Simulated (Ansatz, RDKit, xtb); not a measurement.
**Isomers of C3H6O, a sample narrowed down**

Which of a sample of isomers of C3H6O is the most stable in the gas at 298.15 K, and what are its properties? The sample is small against all isomers, and the most stable one of this formula need not be in it.

Plan: many cheap relaxations first (GFN2-xTB), then density-functional screening, relaxation at B3LYP/def2-SVP, vibrations and a final energy. The numbers are computed, not measured.

### 1 Candidates

Isomers were taken from a list of plausible structures; this is a sample, not all of them. That gives 5 candidates.

```tsv
label	SMILES	spin
c012	C=CCO	singlet
c073	OC1CC1	singlet
c101	C1COC1	singlet
c181	CCC=O	singlet
c301	CC(C)=O	singlet
```

Candidates are built by distance geometry, with a force field where one applies, in up to four conformers (letters a to d).

**Question.** With final energies at CCSD(T)/def2-TZVP, which structure will this search put lowest in free energy, and by what margin?

| quantity | value |
| --- | --- |
| lowest structure found | CC(C)=O, singlet, C2v |
| next finalist | CCC=O, singlet, 7.5 kcal/mol higher in G |
| share at equilibrium, among the finalists | 100.0 % |
| harmonic wavenumbers, lowest and highest (B3LYP/def2-SVP) | 30 and 3159 cm⁻¹ |
| rotational constants, same geometry | 0.3374, 0.282, 0.163 cm⁻¹ |

`CC(C)=O` comes out lowest. Among the finalists first place is clear (7.5 kcal/mol); structures outside the list aren't covered. GFN2-xTB, HF/STO-3G, r2SCAN-D4/def2-SVP, B3LYP/def2-SVP, HF/def2-TZVP and MP2/def2-TZVP already put its bonding pattern lowest among the structures in one piece. One minimum inside the window was never screened. Measured bands beside the harmonic value that lies nearest after scaling by 0.96 (printed unscaled): 1365 cm⁻¹ (“In situ IR spectroscopy data and effect of the operational parameters on the photocatalytic activity of N-doped TiO2”, 2019, pmc:6517577), calculated 1427 cm⁻¹; 1435 cm⁻¹ (“In situ IR spectroscopy data and effect of the operational parameters on the photocatalytic activity of N-doped TiO2”, 2019, pmc:6517577), calculated 1460 cm⁻¹; 1694 cm⁻¹ (300 K; molecule solution; “Aggregation induced emission behavior in oleylamine acetone system and its application to get improved photocurrent from In2S3 quantum dots”, 2020, pmc:7661720), calculated 1837 cm⁻¹; 2970 cm⁻¹ (“In situ IR spectroscopy data and effect of the operational parameters on the photocatalytic activity of N-doped TiO2”, 2019, pmc:6517577), calculated 3100 cm⁻¹. The calculated values lie +1.8 to +8.5 % away; anharmonicity is left out, and bands are matched by nearness alone, so a match can be wrong and a large miss can look smaller than it is. Of 14 measured bands 4 are shown: one to each calculated mode, the highest modes. Measured heats of formation are -216.07 kJ/mol (298.15 K; Active Thermochemical Tables 1.112) for c301a and -185.6 kJ/mol (298.15 K; CRC Handbook of Chemistry and Physics) for c181a: a difference of +30.5 kJ/mol, against +27.9 calculated. The search is not exhaustive (a finite list of starts, one conformer a finalist), so a lower isomer can't be ruled out. Only 5 drawn patterns were tried, so whole families of isomers are missing, and the result ranks this sample alone.
